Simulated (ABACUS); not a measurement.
# Nb (Im-3m) in ABACUS: a series of runs

The runs below take Nb through single point, relaxation of cell and atoms, with revPBE.

All numbers are computed with ABACUS 3.10.1; they aren't measurements. Logs are shortened: lines on timing, memory, paths and dates and some standing lists are left out, and cuts for length are marked.

### Step 1. The crystal as given

Symmetry: Im-3m, No. 229, cubic system. Conventional cell: a = 3.328 Å, b = 3.328 Å, c = 3.328 Å, α = 90.00°, β = 90.00°, γ = 90.00°. Nb (site symmetry m-3m) has 8 Nb at 2.88 Å as nearest neighbours.

### Step 2. Single point, revPBE

INPUT reads:

```
INPUT_PARAMETERS
suffix              Nb
calculation         scf
basis_type          pw
pseudo_dir          ./
symmetry            1
dft_functional      revpbe
ecutwfc             82
pseudo_rcut         10
nspin               1
nbands              17
ks_solver           dav
smearing_method     fd
smearing_sigma      0.00367493
scf_thr             1e-08
scf_nmax            100
mixing_type         broyden
mixing_beta         0.7
cal_force           1
cal_stress          1
out_chg             1
kpar                4
```

STRU reads:

```
ATOMIC_SPECIES
Nb 92.9064 Nb.upf

LATTICE_CONSTANT
1.8897261246

LATTICE_VECTORS
-1.6639500000 1.6639500000 1.6639500000
1.6639500000 -1.6639500000 1.6639500000
1.6639500000 1.6639500000 -1.6639500000

ATOMIC_POSITIONS
Direct

Nb
0.0
1
0.0000000000 0.0000000000 0.0000000000 1 1 1
```

KPT reads:

```
K_POINTS
0
Gamma
9 9 9 0 0 0
```

Potentials or basis: PseudoDojo NC SR 0.5 PBE standard, plane waves.

Launch:

```
$ OMP_NUM_THREADS=1 mpirun -np 4 abacus > log
```

running log:

```text
ABACUS v3.10.1

               Atomic-orbital Based Ab-initio Computation at UStc

 ------------------------------------------------------------------------------------

 READING GENERAL INFORMATION
                           global_out_dir = OUT.Nb/
                           global_in_card = INPUT
                               pseudo_dir = ./
                              orbital_dir =
                                    DSIZE = 4
                                    GSIZE = 1

 READING UNITCELL INFORMATION
                                    ntype = 1
                  lattice constant (Bohr) = 1.88973
              lattice constant (Angstrom) = 1

 READING ATOM TYPE 1
                               atom label = Nb
                      L=0, number of zeta = 1
                      L=1, number of zeta = 1
                      L=2, number of zeta = 1
             number of atom for this type = 1

                        TOTAL ATOM NUMBER = 1
DIRECT COORDINATES
    atom                   x                   y                   z     mag                  vx                  vy                  vz
taud_Nb1            0.0000000000        0.0000000000        0.0000000000  0.0000        0.0000000000        0.0000000000        0.0000000000

                          Volume (Bohr^3) = 124.359
                             Volume (A^3) = 18.4281

 Lattice vectors: (Cartesian coordinate: in unit of a_0)
             -1.66395            +1.66395            +1.66395
             +1.66395            -1.66395            +1.66395
             +1.66395            +1.66395            -1.66395
 Reciprocal vectors: (Cartesian coordinate: in unit of 2 pi/a_0)
                   +0            +0.30049            +0.30049
             +0.30049                  +0            +0.30049
             +0.30049            +0.30049                  +0
 The esolver type has been set to : ksdft_pw

                PAO radial cut off (Bohr) = 10

 Read in pseudopotential file is Nb.upf
                     pseudopotential type = NC
          exchange-correlation functional = PBE
                 nonlocal core correction = 1
                        valence electrons = 13
                                     lmax = 2
                           number of zeta = 4
                     number of projectors = 6
                           L of projector = 0
                           L of projector = 0
                           L of projector = 1
                           L of projector = 1
                           L of projector = 2
                           L of projector = 2
 XC functional updated to : revpbe
          exchange-correlation functional = REVPBE
     initial pseudo atomic orbital number = 10

 SETUP THE ELECTRONS NUMBER
            electron number of element Nb = 13
      total electron number of element Nb = 13
            AUTOSET number of electrons:  = 13
                           occupied bands = 7
                                   NBANDS = 17
                                   NLOCAL = 9

%%%%%%%%%%%%%%%%%%%%%%%%%%%%%%%%%%%%%%%%%%%%%%%%%%%%%%%%%%%%%%%%%%%%%%%%%%%%%%%%%%%%%%%%%%%%%%%%%%%%%%%%%%
 Warning: the number of valence electrons in pseudopotential > 5 for Nb: [Kr] 4d4 5s1
 Pseudopotentials with additional electrons can yield (more) accurate outcomes, but may be less efficient.
 If you're confident that your chosen pseudopotential is appropriate, you can safely ignore this warning.
%%%%%%%%%%%%%%%%%%%%%%%%%%%%%%%%%%%%%%%%%%%%%%%%%%%%%%%%%%%%%%%%%%%%%%%%%%%%%%%%%%%%%%%%%%%%%%%%%%%%%%%%%%

 SETUP THE PLANE WAVE BASIS
 energy cutoff for charge/potential (unit:Ry) = 328
            fft grid for charge/potential = [ 32, 32, 32 ]
                        fft grid division = [ 1, 1, 1 ]
        big fft grid for charge/potential = [ 32, 32, 32 ]
                                     nbxx = 32768
                                     nrxx = 32768

 SETUP PLANE WAVES FOR CHARGE/POTENTIAL
                    number of plane waves = 12527
                         number of sticks = 731

 PARALLEL PW FOR CHARGE/POTENTIAL
     PROC   COLUMNS(POT)             PW
        1            731          12527
 --------------- sum -------------------
        1            731          12527
                            number of |g| = 153
                                  max |g| = 29.6165
                                  min |g| = 0

----------- Double Check Mixing Parameters Begin ------------
mixing_type: broyden
mixing_beta: 0.7
mixing_gg0: 1
mixing_gg0_min: 0.1
mixing_ndim: 8
----------- Double Check Mixing Parameters End ------------

 LATTICE VECTORS: (CARTESIAN COORDINATE: IN UNIT OF A0)
             -1.66395            +1.66395            +1.66395
             +1.66395            -1.66395            +1.66395
             +1.66395            +1.66395            -1.66395
                       right hand lattice = 1
                                   NORM_A = 2.88205
                                   NORM_B = 2.88205
                                   NORM_C = 2.88205
                           ALPHA (DEGREE) = 109.471
                           BETA  (DEGREE) = 109.471
                           GAMMA (DEGREE) = 109.471

 The lattice vectors have been changed (STRU_SIMPLE.cif)

(for optimal symmetric configuration:)
                             BRAVAIS TYPE = 2
                     BRAVAIS LATTICE NAME = 02. Cubic I (body-centered)
                                    ibrav = 2
                                    IBRAV = 2
                                  BRAVAIS = BODY CENTERED CUBIC
                       LATTICE CONSTANT A = 3.3279
Original cell was already a primitive cell.
                        ROTATION MATRICES = 48
              PURE POINT GROUP OPERATIONS = 48
                   SPACE GROUP OPERATIONS = 48
                              POINT GROUP = O_h
               POINT GROUP IN SPACE GROUP = O_h

 SETUP K-POINTS
                                    nspin = 1
                   Input type of k points = Monkhorst-Pack(Gamma)
                                   nkstot = 729
                       right hand lattice = 1
(for reciprocal lattice: )
                             BRAVAIS TYPE = 3
                     BRAVAIS LATTICE NAME = 03. Cubic F (face-centered)
                                    ibrav = 3
                       right hand lattice = 1
(for k-lattice: )
                             BRAVAIS TYPE = 3
                     BRAVAIS LATTICE NAME = 03. Cubic F (face-centered)
                                    ibrav = 3
                       right hand lattice = 1
                        ROTATION MATRICES = 48
                               nkstot_ibz = 35
K-POINTS REDUCTION ACCORDING TO SYMMETRY
     IBZ    DIRECT_X    DIRECT_Y    DIRECT_Z  WEIGHT  ibz2bz
       1  0.00000000  0.00000000  0.00000000  0.0014       0
       2 -0.11111111  0.11111111  0.00000000  0.0165       1
       3 -0.22222222  0.22222222  0.00000000  0.0165       2
       4 -0.33333333  0.33333333  0.00000000  0.0165       3
       5 -0.44444444  0.44444444  0.00000000  0.0165       4
       6 -0.22222222  0.11111111  0.11111111  0.0329      10
[... 22 lines left out ...]
      29 -0.44444444  0.44444444  0.22222222  0.0329     203
      30 -0.44444444  0.33333333  0.33333333  0.0329     204
[... 5 further k points ...]

                               nkstot now = 35
[... K-POINTS DIRECT COORDINATES: 35 rows ...]

           k-point number in this process = 9
       minimum distributed K point number = 8
[... stars of the k points ...]

[... K-POINTS CARTESIAN COORDINATES: 9 rows ...]

[... K-POINTS DIRECT COORDINATES: 9 rows ...]

 SETUP PLANE WAVES FOR WAVE FUNCTIONS
     energy cutoff for wavefunc (unit:Ry) = 82
              fft grid for wave functions = [ 32, 32, 32 ]
                    number of plane waves = 2243
                         number of sticks = 229

 PARALLEL PW FOR WAVE FUNCTIONS
     PROC   COLUMNS(POT)             PW
        1            229           2243
 --------------- sum -------------------
        1            229           2243

 SETUP NONLOCAL PSEUDOPOTENTIALS IN PLANE WAVE BASIS
 Nb non-local projectors:
 projector 1 L=0
 projector 2 L=0
 projector 3 L=1
 projector 4 L=1
 projector 5 L=2
 projector 6 L=2
      TOTAL NUMBER OF NONLOCAL PROJECTORS = 18

 Init Non-Local PseudoPotential table :
 Init Non-Local-Pseudopotential done.

                                     npwx = 1573

 Make real space PAO into reciprocal space.
       max mesh points in Pseudopotential = 1001
     dq(describe PAO in reciprocal space) = 0.01
                                    max q = 1091

 number of pseudo atomic orbitals for Nb is 4
WARNING: norm of atomic wavefunction # 3 of atomic type Nb is 0.999884, renormalized
WARNING: norm of atomic wavefunction # 4 of atomic type Nb is 0.999302, renormalized

 -------------------------------------------
 SELF-CONSISTENT
 -------------------------------------------
                                 init_chg = atomic

 PW ALGORITHM --------------- ION=   1  ELEC=   1--------------------------------
 Notice: Threshold on eigenvalues was too large.
 hsover_error=0.13 > DRHO=0.0874455
 Origin diag ethr = 0.01
 New diag ethr = 0.000672658

 Density error is 0.087698944917
                          Error Threshold = 0.000672658042679
----------------------------------------------------------
     Energy           Rydberg                 eV
----------------------------------------------------------
 E_KohnSham     -124.5843680393      -1695.0572870638
 E_Harris       -126.3489833329      -1719.0661098350
 E_Fermi        1.3416742141         18.2544141716
----------------------------------------------------------
[... 51 lines left out ...]
 Density error is 2.85090082993e-09
                          Error Threshold = 1.13604018891e-09
----------------------------------------------------------
     Energy           Rydberg                 eV
----------------------------------------------------------
 E_KohnSham     -124.6012331597      -1695.2867487990
 E_KS(sigma->0) -124.6007879237      -1695.2806910521
 E_Harris       -124.6013532702      -1695.2883829853
 E_band         -5.1849958150        -70.5454871902
 E_one_elec     -15.8604856166       -215.7929774323
 E_Hartree      15.2065144508        206.8952432496
 E_xc           -26.1489317773       -355.7744687848
 E_Ewald        -97.7974397446       -1330.6024303378
 E_entropy(-TS) -0.0008904720        -0.0121154937
 E_descf        0.0000000000         0.0000000000
 E_exx          0.0000000000         0.0000000000
 E_Fermi        1.2916739904         17.5741262283
----------------------------------------------------------

 charge density convergence is achieved
 final etot is -1695.2867488 eV
 EFERMI = 17.574126228 eV

 STATE ENERGY(eV) AND OCCUPATIONS    NSPIN == 1
 1/9 kpoint (Cartesian) = 0.0000 0.0000 0.0000 (1553 pws)
       1       -36.8517     0.00274348
       2       -12.2051     0.00274348
       3       -12.2051     0.00274348
       4       -12.2051     0.00274348
       5        11.6956     0.00274348
       6        17.9512    1.45534e-06
[... 9 lines left out ...]
      16        45.1613        0.00000
[... 82 lines left out ...]
       4       -12.2435      0.0658436
       5        13.0241      0.0658436
       6        17.3235      0.0654084
[... 9 lines left out ...]
      16        41.4407        0.00000
      17        46.1241        0.00000

[... levels at 3 further k points ...]

------------------------------------------------------------------------------------------
 TOTAL-FORCE (eV/Angstrom)
------------------------------------------------------------------------------------------
                       Nb1         0.0000000000         0.0000000000         0.0000000000
------------------------------------------------------------------------------------------

----------------------------------------------------------------
 TOTAL-STRESS (KBAR)
----------------------------------------------------------------
        -5.9315696540         0.0000000000         0.0000000000
         0.0000000000        -5.9315696540        -0.0000000000
        -0.0000000000        -0.0000000000        -5.9315696540
----------------------------------------------------------------
 TOTAL-PRESSURE: -5.931570 KBAR

 --------------------------------------------
 !FINAL_ETOT_IS -1695.2867487989926758 eV
 --------------------------------------------
```

Wall time 1.7 s (4 MPI ranks of Intel Xeon 6975P-C (Granite Rapids), shared host); peak memory 0.24 GiB.

Results:

- Free energy: -1695.2867 eV
- Pressure: -0.6 GPa
- Band gap on the k mesh: none (metal or under the smearing width)

Caveat: the potentials were made for another functional, which shifts forces and pressure.

### Step 3. Relaxation of cell and atoms, revPBE

Edit INPUT of step 2 so:

```diff
@@ -2,3 +2,3 @@
 suffix              Nb
-calculation         scf
+calculation         cell-relax
 basis_type          pw
@@ -10,3 +10,3 @@
 nspin               1
-nbands              17
+nbands              11
 ks_solver           dav
@@ -20,3 +20,7 @@
 cal_stress          1
-out_chg             1
+relax_nmax          40
+force_thr_ev        0.01
+relax_method        cg
+out_stru            1
+stress_thr          0.2
 kpar                4
```

STRU is that of step 2.

KPT is that of step 2.

Potentials or basis: PseudoDojo NC SR 0.5 PBE standard, plane waves.

Launch:

```
$ OMP_NUM_THREADS=1 mpirun -np 4 abacus > log
```

It took 2.6 s on 4 MPI ranks of Intel Xeon 6975P-C (Granite Rapids), shared host; peak memory 0.36 GiB.

The run converged. Its results:

| Quantity | Value |
| --- | --- |
| Free energy | -1695.2869 eV |
| Relaxed volume | 18.36 Å³/atom |
| Relaxed cell | a = 2.879 Å, b = 2.879 Å, c = 2.879 Å, α = 109.47°, β = 109.47°, γ = 109.47° |
| Space group after relaxing (to 0.05 Å) | Im-3m (No. 229) |
| Energy gained by relaxing | 0.1 meV/atom |
| Ionic steps | 3 |
| Pressure after relaxing | 0.0 GPa |
| Band gap on the k mesh | none (metal or under the smearing width) |

Step by step:
```
step  energy change (eV)  largest force (eV/Å)  pressure (GPa)  volume (Å³)
   1              0.0000                0.0000           -0.59        18.43
   2              0.0003                0.0000            1.12        18.24
   3             -0.0001                0.0000           -0.01        18.36
```

Final structure:
```cif
data_structure
_symmetry_space_group_name_H-M 'P 1'
_symmetry_Int_Tables_number 1
_cell_length_a 2.8786
_cell_length_b 2.8786
_cell_length_c 2.8786
_cell_angle_alpha 109.471
_cell_angle_beta 109.471
_cell_angle_gamma 109.471
_cell_volume 18.36
loop_
_atom_site_label
_atom_site_type_symbol
_atom_site_fract_x
_atom_site_fract_y
_atom_site_fract_z
_atom_site_occupancy
Nb1 Nb 0.00000 0.00000 0.00000 1
```

Levels at points of the mesh, in eV from the Fermi level:
```tsv
k point	band 3	band 4	band 5	band 6	band 7	band 8	band 9
(0.00, 0.00, 0.00)	-29.77	-29.77	-5.89	0.38	0.38	0.38	3.22
```

Caveat: the potentials were made for another functional, which shifts forces and pressure.
